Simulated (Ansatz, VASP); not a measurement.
## CdSe: VASP beside Ansatz

Contents of INCAR:

```
SYSTEM = CdSe
PREC = Accurate
ENCUT = 520
EDIFF = 1E-7
ISMEAR = -1
SIGMA = 0.05
LREAL = .False.
LASPH = .True.
NELM = 80
ALGO = Normal
ISIF = 2
LWAVE = .False.
LCHARG = .False.
GGA = PE
NBANDS = 16
```

Contents of KPOINTS:

```
Automatic mesh
0
Gamma
  8 8 8
  0 0 0
```

The input POSCAR:

```
CdSe
1.0
    0.0000000000      3.0287759606      3.0287759606
    3.0287759606      0.0000000000      3.0287759606
    3.0287759606      3.0287759606      0.0000000000
Cd Se
1 1
Direct
    0.0000000000      0.0000000000      0.0000000000
    0.2500000000      0.2500000000      0.2500000000
```

Contents of input.yaml:

```yaml
crystal:
  lattice:
    - [0.0, 3.0287759606, 3.0287759606]
    - [3.0287759606, 0.0, 3.0287759606]
    - [3.0287759606, 3.0287759606, 0.0]
  atoms:
    - { symbol: Cd, position: [0.0, 0.0, 0.0] }
    - { symbol: Se, position: [0.25, 0.25, 0.25] }
hamiltonian:
  xc: pbe
  pseudopotentials: { kind: paw }
kpoints:
  mp_grid: { grid: [8, 8, 8] }
scf:
  occupations: { method: fermi_dirac, width: 0.05 }
output:
  forces: true
  stress: true
  eigenvalues: true
  write_density: true
  write_potential: true
  elf: true
  volumetric_format: npy
```

Change from the starting cell: volume scaled by 0.96.

Alike in both runs: task single point; functional PBE; k mesh 8 × 8 × 8; occupations fermi-dirac, width 0.05 eV; no spin polarisation.

```csv
,VASP,Ansatz
version,VASP 6.6.1,Ansatz 0.2.0
potentials or method,"VASP PAW PBE potentials, release 64 (Cd, Se)",Ansatz PAW
plane-wave cutoff (eV),520,420
valence electrons in the cell,18,36
```

```csv
,VASP,Ansatz,Ansatz less VASP
gap on the k mesh at the Fermi level (eV),0.63,0.63,-0.001
least direct gap on the mesh (eV),0.63,0.63,-0.001
pressure (GPa),3.9,3.6,-0.34
```

With one functional, cell and mesh, what is left measures potentials, basis and numerics. The two sets of potentials don't hold the same shells in valence.
